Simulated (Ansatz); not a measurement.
Level of theory: DFT PBE, scalar-relativistic, plane waves, PAW (Ansatz).

Cutoff 420 eV; k points 12×12×8 on the computed 3-atom cell (Γ-centred); Gaussian smearing, width 0.05 eV; no spin polarisation.

Structure with the computed forces (eV/Å) in the last three columns:

```xyz
3
Lattice="3.4934 -0.0047 -0.0767 -1.7508 3.0230 0.0767 -0.1090 0.0629 5.4176" Properties=species:S:1:pos:R:3:forces:R:3 pbc="T T T" pressure_GPa=-0.32
Pt    0.0014   -0.0008   -0.0104   -0.0210    0.0120    0.2310
S    -0.0003    2.0123    1.3792    0.1500   -0.0870   -1.1130
S     1.6324    1.0697    4.0488   -0.1300    0.0750    0.8820
```

Stress tensor (GPa, compression positive):

```
 2.52 -0.90  1.78
-0.90  1.48 -1.03
 1.78 -1.03 -4.96
```

Spin–orbit coupling is left out, which can shift energies with elements as heavy as these. The cell holds layers, and where no dispersion correction was added their binding is poorly described.